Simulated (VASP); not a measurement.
# ZnSe (Stilleite) (F-43m) in VASP: a series of runs

The runs below take ZnSe (Stilleite) through G0W0 quasiparticle levels, with PBE.

Program: VASP 6.6.1. These are calculated values, not measurements. Logs are shortened: lines on timing, memory, paths and dates and some standing lists are left out, and cuts for length are marked.

## 1. The structure

The structure is cubic, space group F-43m (No. 216). Conventional cell: a = 5.668 Å, b = 5.668 Å, c = 5.668 Å, α = 90.00°, β = 90.00°, γ = 90.00°. Se (site symmetry -43m) has 4 Zn at 2.45 Å as nearest neighbours. Zn (site symmetry -43m) has 4 Se at 2.45 Å as nearest neighbours.

## 2. G0W0 quasiparticle levels, PBE

Input file POSCAR:

```
ZnSe
1.0
    0.0000000000      2.8338000000      2.8338000000
    2.8338000000      0.0000000000      2.8338000000
    2.8338000000      2.8338000000      0.0000000000
Se Zn
1 1
Direct
    0.7500000000      0.7500000000      0.7500000000
    0.0000000000      0.0000000000      0.0000000000
```

Input file INCAR.step1:

```
  PREC = Accurate
  ENCUT = 450
  EDIFF = 1E-8
  ISMEAR = 0
  SIGMA = 0.01
  LREAL = F
  LASPH = T
  NELM = 100
  ALGO = Normal
  LWAVE = T
  LCHARG = F
  GGA = PE
```

Input file INCAR.step2:

```
  PREC = Accurate
  ENCUT = 450
  EDIFF = 1E-8
  ISMEAR = 0
  SIGMA = 0.01
  LREAL = F
  LASPH = T
  NELM = 1
  ALGO = Exact
  LWAVE = T
  LCHARG = F
  GGA = PE
  NBANDS = 63
  LOPTICS = T
  ISTART = 1
```

Input file INCAR.step3:

```
  PREC = Accurate
  ENCUT = 450
  EDIFF = 1E-8
  ISMEAR = 0
  SIGMA = 0.01
  LREAL = F
  LASPH = T
  ALGO = EVGW0
  LWAVE = F
  LCHARG = F
  GGA = PE
  NELMGW = 1
  NBANDS = 63
  ENCUTGW = 200
  NOMEGA = 48
  PRECFOCK = Fast
  ISTART = 1
  NBANDSGW = 17
```

Input file KPOINTS:

```
Automatic mesh
0
Gamma
  3 3 3
```

Potentials or basis: VASP PAW PBE potentials, release 64 (Se_GW, Zn_GW).

The run is started by

```
$ cat potpaw_PBE.64/Se_GW/POTCAR potpaw_PBE.64/Zn_GW/POTCAR > POTCAR
$ cp INCAR.step1 INCAR
$ mpirun -np 1 vasp_std > vasp.out
$ cp INCAR.step2 INCAR
$ mpirun -np 1 vasp_std > vasp.out
$ cp INCAR.step3 INCAR
$ mpirun -np 1 vasp_std > vasp.out
```

OUTCAR:

```text
PREC = Accurate
   ENCUT = 450
   EDIFF = 1E-8
   ISMEAR = 0
   LREAL = F
   LASPH = T
   GGA = PE
   NELMGW = 1
   ENCUTGW = 200
   PRECFOCK = Fast
   ISTART = 1

 Found      4 irreducible k-points:

 Following reciprocal coordinates:
            Coordinates               Weight
  0.000000  0.000000  0.000000      1.000000
  0.333333  0.000000  0.000000      8.000000
  0.333333  0.333333  0.000000      6.000000
 -0.333333  0.333333  0.000000     12.000000
   k-points           NKPTS =      4   k-points in BZ     NKDIM =     27   number of bands    NBANDS=     63
   number of dos      NEDOS =    301   number of ions     NIONS =      2
   total plane-waves  NPLWV =  21952
   dimension x,y,z NGX =    28 NGY =   28 NGZ =   28
   dimension x,y,z NGXF=    56 NGYF=   56 NGZF=   56
   ions per type =               1   1
   NGX,Y,Z   is equivalent  to a cutoff of  11.62, 11.62, 11.62 a.u.
   NGXF,Y,Z  is equivalent  to a cutoff of  23.23, 23.23, 23.23 a.u.
 SYSTEM =  unknown system
   PREC   = accura    normal or accurate (medium, high low for compatibility)
   ISTART =      1    job   : 0-new  1-cont  2-samecut
   ICHARG =      0    charge: 1-file 2-atom 10-const
   ISPIN  =      1    spin polarized calculation?
   LNONCOLLINEAR =      F non collinear calculations
   LSORBIT =      F    spin-orbit coupling
   LASPH  =      T    aspherical Exc in radial PAW
   ENCUT  =  450.0 eV  33.07 Ry    5.75 a.u.   6.93  6.93  6.93*2*pi/ulx,y,z
   NELM   =     60;   NELMIN=  2; NELMDL=  0     # of ELM steps
   EDIFF  = 0.1E-07   stopping-criterion for ELM
   LREAL  =      F    real-space projection
   EDIFFG = 0.1E-06   stopping-criterion for IOM
   NSW    =      0    number of steps for IOM
   IBRION =     -1    ionic relax: 0-MD 1-quasi-New 2-CG
   NFREE  =      0    steps in history (QN), initial steepest desc. (CG)
   ISIF   =      0    stress and relaxation
   ISYM   =      3    0-nonsym 1-usesym 2-fastsym
   POTIM  = 0.5000    time-step for ionic-motion
   TEBEG  =    0.0;   TEEND  =   0.0 temperature during run
   PSTRESS=    0.0 pullay stress
   NELECT =      18.0000    total number of electrons
   NUPDOWN=      -1.0000    fix difference up-down
   EMIN   =  10.00;   EMAX   =-10.00  energy-range for DOS
   EFERMI =   0.00;   METHOD = LEGACY
   ISMEAR =     0;   SIGMA  =   0.01  broadening in eV -4-tet -1-fermi 0-gaus
   EFERMI_NEDOS =   21; number of points for ismear=-14 and -15
   IALGO  =     38    algorithm
   IMIX   =      4    mixing-type and parameters
     AMIX     =   0.40;   BMIX     =  1.00
     AMIX_MAG =   1.60;   BMIX_MAG =  1.00
  volume/ion in A,a.u.               =      22.76       153.57
  Fermi-wavevector in a.u.,A,eV,Ry     =   1.201673  2.270834 19.647073  1.444019
  Thomas-Fermi vector in A             =   2.337476
   LORBIT       =      0    0 simple, 1 ext, 2 COOP (PROOUT), +10 PAW based schemes
   GGA     = PE    functional components
   LHFCALC =     T    Hartree Fock is set to
   PRECFOCK=fast      Normal, Fast or Accurate (Low or Medium for compatibility)
   ENCUT4O =  -1.0   cutoff for four orbital integrals eV
   NKREDX  =     1    reduce k-point grid by
   NKREDY  =     1    reduce k-point grid by
   NKREDZ  =     1    reduce k-point grid by
   AEXX    =    1.0000 exact exchange contribution
   HFSCREEN=    0.0000 screening length (either q_TF or 0.3 A-1)
   HFSCREENC=   0.0000 screening length for correlation (either q_TF or 0.3 A-1)
   ENCUTFOCK=  -1.0 apply spherical cutoff to Coloumb kernel
   IVDW    =     0    specifies the selected vdW correction
   LEPSILON=     F    determine dielectric tensor
   LRPA    =     F    only Hartree local field effects (RPA)
   LRPAFORCE           =     F    calculate RPA forces
   ENCUTGW             = 200.0    cutoff for response function in eV
   ENCUTGWSOFT         = 160.0    soft cutoff for Coulomb kernel in GW response function in eV
   ENCUTLF             =  -1.0    cutoff for local field effects
   NELMGW              =     1    number of iterations in solving QP/BSE equation
   NELMHF              =     1    number of iterations in the inner HF iteration
   NKREDLFX            =     1    NKREDLFY  =   1   NKREDLFZ  =   1
 non-spin polarized calculation
 Gauss-broadening in eV      SIGMA  =   0.01
  energy-cutoff  :      450.00
  volume of cell :       45.51
 maximum number of plane-waves:      1002
  NGX = 16; NGY = 16; NGZ = 16
   NGX = 13   NGY = 13   NGZ = 13
 maximum number of plane-waves:       302

 QP shifts <psi_nk| G(iteration)W_0 |psi_nk>: iteration 1
 for sc-GW calculations column KS-energies equals QP-energies in previous step
 and V_xc(KS)=  KS-energies - (<T + V_ion + V_H > + <T+V_H+V_ion>^1  + <V_x>^1)

 k-point   1 :       0.0000    0.0000    0.0000
  band No.  KS-energies  QP-energies   sigma(KS)   V_xc(KS)     V^pw_x(r,r')   Z            occupation Imag(sigma)

      1     -10.5025     -10.9011     -12.9102     -12.3078     -19.8306       0.6617       2.0000       1.1848
      2      -3.8950      -5.2766     -21.7746     -19.7053     -30.8897       0.6677       2.0000       0.4352
      3      -3.8950      -5.2766     -21.7746     -19.7053     -30.8897       0.6677       2.0000       0.4352
      4      -3.8950      -5.2766     -21.7746     -19.7053     -30.8897       0.6677       2.0000       0.4352
      5      -3.5352      -4.9994     -22.6760     -20.4968     -32.0216       0.6719       2.0000       0.4297
      6      -3.5352      -4.9994     -22.6760     -20.4968     -32.0216       0.6719       2.0000       0.4297
[... 9 lines left out ...]
     16      14.1442      14.5476      -9.7817     -10.3197      -4.9907       0.7497       0.0000      -0.2872
     17      15.7309      15.6878      -7.6188      -7.5616      -2.2362       0.7532       0.0000      -0.5290

 k-point   2 :       0.3333    0.0000    0.0000
  band No.  KS-energies  QP-energies   sigma(KS)   V_xc(KS)     V^pw_x(r,r')   Z            occupation Imag(sigma)

      1      -9.9290     -10.2953     -13.2735     -12.7264     -20.0665       0.6696       2.0000       1.0840
      2      -3.8250      -5.2187     -21.9190     -19.8401     -31.0693       0.6704       2.0000       0.4349
      3      -3.8250      -5.2187     -21.9190     -19.8401     -31.0693       0.6704       2.0000       0.4349
      4      -3.7224      -5.0601     -20.9438     -18.9596     -29.5970       0.6742       2.0000       0.4248
      5      -3.5286      -4.9967     -22.6893     -20.5138     -32.0526       0.6748       2.0000       0.4309
      6      -3.5286      -4.9967     -22.6893     -20.5138     -32.0526       0.6748       2.0000       0.4309
[... 9 lines left out ...]
     16      13.7323      14.0251      -9.2157      -9.6043      -4.3199       0.7537       0.0000      -0.3051
     17      18.1579      18.5363      -8.8775      -9.3821      -2.9821       0.7501       0.0000      -0.7155

 k-point   3 :       0.3333    0.3333    0.0000
  band No.  KS-energies  QP-energies   sigma(KS)   V_xc(KS)     V^pw_x(r,r')   Z            occupation Imag(sigma)

      1      -9.7351     -10.0895     -13.4080     -12.8763     -20.1594       0.6667       2.0000       1.0454
      2      -3.8848      -5.1960     -20.4763     -18.5260     -28.9470       0.6723       2.0000       0.4230
      3      -3.7209      -5.1301     -22.1791     -20.0822     -31.4143       0.6720       2.0000       0.4355
      4      -3.7209      -5.1301     -22.1791     -20.0822     -31.4143       0.6720       2.0000       0.4355
      5      -3.5311      -4.9702     -22.3787     -20.2425     -31.6336       0.6737       2.0000       0.4300
      6      -3.4995      -4.9754     -22.7557     -20.5767     -32.1335       0.6773       2.0000       0.4304
[... 9 lines left out ...]
     16      17.9374      18.2726      -8.5658      -9.0119      -2.8043       0.7513       0.0000      -0.6663
     17      19.3955      19.6819      -9.1518      -9.5269      -3.5001       0.7636       0.0000      -0.8298

 k-point   4 :      -0.3333    0.3333    0.0000
  band No.  KS-energies  QP-energies   sigma(KS)   V_xc(KS)     V^pw_x(r,r')   Z            occupation Imag(sigma)

      1      -9.4978      -9.8428     -13.6410     -13.1236     -20.3582       0.6669       2.0000       1.0010
      2      -3.7977      -5.1827     -21.6061     -19.5462     -30.5782       0.6724       2.0000       0.4317
      3      -3.7177      -5.1265     -22.1830     -20.0899     -31.4135       0.6731       2.0000       0.4352
      4      -3.5758      -5.0319     -22.5543     -20.3898     -31.9116       0.6727       2.0000       0.4340
      5      -3.5272      -4.9966     -22.6788     -20.5059     -32.0440       0.6762       2.0000       0.4313
      6      -3.2992      -4.6996     -22.2938     -20.2218     -31.4303       0.6758       2.0000       0.4271
[... 9 lines left out ...]
     16      18.2675      18.5364      -8.6050      -8.9631      -2.8492       0.7507       0.0000      -0.6821
     17      18.9634      19.1174      -8.2448      -8.4479      -2.5833       0.7586       0.0000      -0.7059
```

It took 22 s on 1 thread of Intel Xeon 6975P-C (Granite Rapids), shared host; peak memory 0.3 GiB.

The run converged, but some of its settings lie outside the range that counts as converged, so its numbers aren't taken as properties of the crystal.

Results:

| Property | Result |
| --- | --- |
| Band gap on the k mesh, mean-field level | 1.24 eV, direct |
| Quasiparticle gap | 2.32 eV |
| Least direct quasiparticle gap | 2.32 eV |

Caveat: the k mesh is coarse (spacing up to 0.64 Å⁻¹), so the values aren't converged; bands, screening cutoff and mesh are small and nothing is extrapolated, so the quasiparticle values aren't converged.

## 3. G0W0 quasiparticle levels, PBE

POSCAR is that of step 2.

INCAR.step1 is that of step 2.

INCAR.step2 is that of step 2.

INCAR.step3, as its differences from that of step 2:

```diff
@@ -13,3 +13,3 @@
   NBANDS = 63
-  ENCUTGW = 200
+  ENCUTGW = 260
   NOMEGA = 48
```

KPOINTS is that of step 2.

Potentials or basis: VASP PAW PBE potentials, release 64 (Se_GW, Zn_GW).

The run is started by

```
$ cat potpaw_PBE.64/Se_GW/POTCAR potpaw_PBE.64/Zn_GW/POTCAR > POTCAR
$ cp INCAR.step1 INCAR
$ mpirun -np 1 vasp_std > vasp.out
$ cp INCAR.step2 INCAR
$ mpirun -np 1 vasp_std > vasp.out
$ cp INCAR.step3 INCAR
$ mpirun -np 1 vasp_std > vasp.out
```

OUTCAR:

```text
PREC = Accurate
   ENCUT = 450
   EDIFF = 1E-8
   ISMEAR = 0
   LREAL = F
   LASPH = T
   GGA = PE
   NELMGW = 1
   ENCUTGW = 260
   PRECFOCK = Fast
   ISTART = 1

 Found      4 irreducible k-points:

 Following reciprocal coordinates:
            Coordinates               Weight
  0.000000  0.000000  0.000000      1.000000
  0.333333  0.000000  0.000000      8.000000
  0.333333  0.333333  0.000000      6.000000
 -0.333333  0.333333  0.000000     12.000000
   k-points           NKPTS =      4   k-points in BZ     NKDIM =     27   number of bands    NBANDS=     63
   number of dos      NEDOS =    301   number of ions     NIONS =      2
   total plane-waves  NPLWV =  21952
   dimension x,y,z NGX =    28 NGY =   28 NGZ =   28
   dimension x,y,z NGXF=    56 NGYF=   56 NGZF=   56
   ions per type =               1   1
   NGX,Y,Z   is equivalent  to a cutoff of  11.62, 11.62, 11.62 a.u.
   NGXF,Y,Z  is equivalent  to a cutoff of  23.23, 23.23, 23.23 a.u.
 SYSTEM =  unknown system
   PREC   = accura    normal or accurate (medium, high low for compatibility)
   ISTART =      1    job   : 0-new  1-cont  2-samecut
   ICHARG =      0    charge: 1-file 2-atom 10-const
   ISPIN  =      1    spin polarized calculation?
   LNONCOLLINEAR =      F non collinear calculations
   LSORBIT =      F    spin-orbit coupling
   LASPH  =      T    aspherical Exc in radial PAW
   ENCUT  =  450.0 eV  33.07 Ry    5.75 a.u.   6.93  6.93  6.93*2*pi/ulx,y,z
   NELM   =     60;   NELMIN=  2; NELMDL=  0     # of ELM steps
   EDIFF  = 0.1E-07   stopping-criterion for ELM
   LREAL  =      F    real-space projection
   EDIFFG = 0.1E-06   stopping-criterion for IOM
   NSW    =      0    number of steps for IOM
   IBRION =     -1    ionic relax: 0-MD 1-quasi-New 2-CG
   NFREE  =      0    steps in history (QN), initial steepest desc. (CG)
   ISIF   =      0    stress and relaxation
   ISYM   =      3    0-nonsym 1-usesym 2-fastsym
   POTIM  = 0.5000    time-step for ionic-motion
   TEBEG  =    0.0;   TEEND  =   0.0 temperature during run
   PSTRESS=    0.0 pullay stress
   NELECT =      18.0000    total number of electrons
   NUPDOWN=      -1.0000    fix difference up-down
   EMIN   =  10.00;   EMAX   =-10.00  energy-range for DOS
   EFERMI =   0.00;   METHOD = LEGACY
   ISMEAR =     0;   SIGMA  =   0.01  broadening in eV -4-tet -1-fermi 0-gaus
   EFERMI_NEDOS =   21; number of points for ismear=-14 and -15
   IALGO  =     38    algorithm
   IMIX   =      4    mixing-type and parameters
     AMIX     =   0.40;   BMIX     =  1.00
     AMIX_MAG =   1.60;   BMIX_MAG =  1.00
  volume/ion in A,a.u.               =      22.76       153.57
  Fermi-wavevector in a.u.,A,eV,Ry     =   1.201673  2.270834 19.647073  1.444019
  Thomas-Fermi vector in A             =   2.337476
   LORBIT       =      0    0 simple, 1 ext, 2 COOP (PROOUT), +10 PAW based schemes
   GGA     = PE    functional components
   LHFCALC =     T    Hartree Fock is set to
   PRECFOCK=fast      Normal, Fast or Accurate (Low or Medium for compatibility)
   ENCUT4O =  -1.0   cutoff for four orbital integrals eV
   NKREDX  =     1    reduce k-point grid by
   NKREDY  =     1    reduce k-point grid by
   NKREDZ  =     1    reduce k-point grid by
   AEXX    =    1.0000 exact exchange contribution
   HFSCREEN=    0.0000 screening length (either q_TF or 0.3 A-1)
   HFSCREENC=   0.0000 screening length for correlation (either q_TF or 0.3 A-1)
   ENCUTFOCK=  -1.0 apply spherical cutoff to Coloumb kernel
   IVDW    =     0    specifies the selected vdW correction
   LEPSILON=     F    determine dielectric tensor
   LRPA    =     F    only Hartree local field effects (RPA)
   LRPAFORCE           =     F    calculate RPA forces
   ENCUTGW             = 260.0    cutoff for response function in eV
   ENCUTGWSOFT         = 208.0    soft cutoff for Coulomb kernel in GW response function in eV
   ENCUTLF             =  -1.0    cutoff for local field effects
   NELMGW              =     1    number of iterations in solving QP/BSE equation
   NELMHF              =     1    number of iterations in the inner HF iteration
   NKREDLFX            =     1    NKREDLFY  =   1   NKREDLFZ  =   1
 non-spin polarized calculation
 Gauss-broadening in eV      SIGMA  =   0.01
  energy-cutoff  :      450.00
  volume of cell :       45.51
 maximum number of plane-waves:      1002
  NGX = 16; NGY = 16; NGZ = 16
   NGX = 13   NGY = 13   NGZ = 13
 maximum number of plane-waves:       444

 QP shifts <psi_nk| G(iteration)W_0 |psi_nk>: iteration 1
 for sc-GW calculations column KS-energies equals QP-energies in previous step
 and V_xc(KS)=  KS-energies - (<T + V_ion + V_H > + <T+V_H+V_ion>^1  + <V_x>^1)

 k-point   1 :       0.0000    0.0000    0.0000
  band No.  KS-energies  QP-energies   sigma(KS)   V_xc(KS)     V^pw_x(r,r')   Z            occupation Imag(sigma)

      1     -10.5025     -10.9035     -12.9137     -12.3078     -19.8306       0.6617       2.0000       1.1861
      2      -3.8950      -5.2153     -21.6882     -19.7053     -30.8897       0.6658       2.0000       0.5168
      3      -3.8950      -5.2153     -21.6882     -19.7053     -30.8897       0.6658       2.0000       0.5168
      4      -3.8950      -5.2153     -21.6882     -19.7053     -30.8897       0.6658       2.0000       0.5168
      5      -3.5352      -4.9330     -22.5835     -20.4968     -32.0216       0.6698       2.0000       0.5205
      6      -3.5352      -4.9330     -22.5835     -20.4968     -32.0216       0.6698       2.0000       0.5205
[... 9 lines left out ...]
     16      14.1442      14.5536      -9.7736     -10.3197      -4.9907       0.7496       0.0000      -0.2919
     17      15.7309      15.6911      -7.6144      -7.5616      -2.2362       0.7532       0.0000      -0.5307

 k-point   2 :       0.3333    0.0000    0.0000
  band No.  KS-energies  QP-energies   sigma(KS)   V_xc(KS)     V^pw_x(r,r')   Z            occupation Imag(sigma)

      1      -9.9290     -10.2968     -13.2758     -12.7264     -20.0665       0.6696       2.0000       1.0861
      2      -3.8250      -5.1563     -21.8316     -19.8401     -31.0693       0.6685       2.0000       0.5177
      3      -3.8250      -5.1563     -21.8316     -19.8401     -31.0693       0.6685       2.0000       0.5177
      4      -3.7224      -5.0032     -20.8643     -18.9596     -29.5970       0.6724       2.0000       0.4999
      5      -3.5286      -4.9300     -22.5969     -20.5138     -32.0526       0.6727       2.0000       0.5216
      6      -3.5286      -4.9300     -22.5969     -20.5138     -32.0526       0.6727       2.0000       0.5216
[... 9 lines left out ...]
     16      13.7323      14.0297      -9.2096      -9.6043      -4.3199       0.7537       0.0000      -0.3080
     17      18.1579      18.5390      -8.8740      -9.3821      -2.9821       0.7502       0.0000      -0.7144

 k-point   3 :       0.3333    0.3333    0.0000
  band No.  KS-energies  QP-energies   sigma(KS)   V_xc(KS)     V^pw_x(r,r')   Z            occupation Imag(sigma)

      1      -9.7351     -10.0907     -13.4098     -12.8763     -20.1594       0.6666       2.0000       1.0479
      2      -3.8848      -5.1421     -20.4009     -18.5260     -28.9470       0.6706       2.0000       0.4966
      3      -3.7209      -5.0662     -22.0899     -20.0822     -31.4143       0.6701       2.0000       0.5197
      4      -3.7209      -5.0662     -22.0899     -20.0822     -31.4143       0.6701       2.0000       0.5197
      5      -3.5311      -4.9049     -22.2877     -20.2425     -31.6336       0.6717       2.0000       0.5172
      6      -3.4995      -4.9083     -22.6631     -20.5767     -32.1335       0.6752       2.0000       0.5218
[... 9 lines left out ...]
     16      17.9374      18.2751      -8.5625      -9.0119      -2.8043       0.7514       0.0000      -0.6652
     17      19.3955      19.6871      -9.1450      -9.5269      -3.5001       0.7635       0.0000      -0.8360

 k-point   4 :      -0.3333    0.3333    0.0000
  band No.  KS-energies  QP-energies   sigma(KS)   V_xc(KS)     V^pw_x(r,r')   Z            occupation Imag(sigma)

      1      -9.4978      -9.8434     -13.6419     -13.1236     -20.3582       0.6669       2.0000       1.0043
      2      -3.7977      -5.1223     -21.5217     -19.5462     -30.5782       0.6705       2.0000       0.5136
      3      -3.7177      -5.0626     -22.0938     -20.0899     -31.4135       0.6711       2.0000       0.5198
      4      -3.5758      -4.9659     -22.4623     -20.3898     -31.9116       0.6707       2.0000       0.5228
      5      -3.5272      -4.9299     -22.5866     -20.5059     -32.0440       0.6741       2.0000       0.5219
      6      -3.2992      -4.6350     -22.2036     -20.2218     -31.4303       0.6740       2.0000       0.5093
[... 9 lines left out ...]
     16      18.2675      18.5379      -8.6030      -8.9631      -2.8492       0.7507       0.0000      -0.6818
     17      18.9634      19.1206      -8.2407      -8.4479      -2.5833       0.7586       0.0000      -0.7077
```

Run time: 30 s. Hardware: 1 thread of Intel Xeon 6975P-C (Granite Rapids), shared host; peak memory 0.46 GiB.

The run converged, but some of its settings lie outside the range that counts as converged, so its numbers aren't taken as properties of the crystal.

What came out:

```
Band gap on the k mesh, mean-field level : 1.24 eV, direct
Quasiparticle gap                        : 2.31 eV
Least direct quasiparticle gap           : 2.31 eV
```

Caveat: the k mesh is coarse (spacing up to 0.64 Å⁻¹), so the values aren't converged; bands, screening cutoff and mesh are small and nothing is extrapolated, so the quasiparticle values aren't converged.

[end of part 1 of 2]
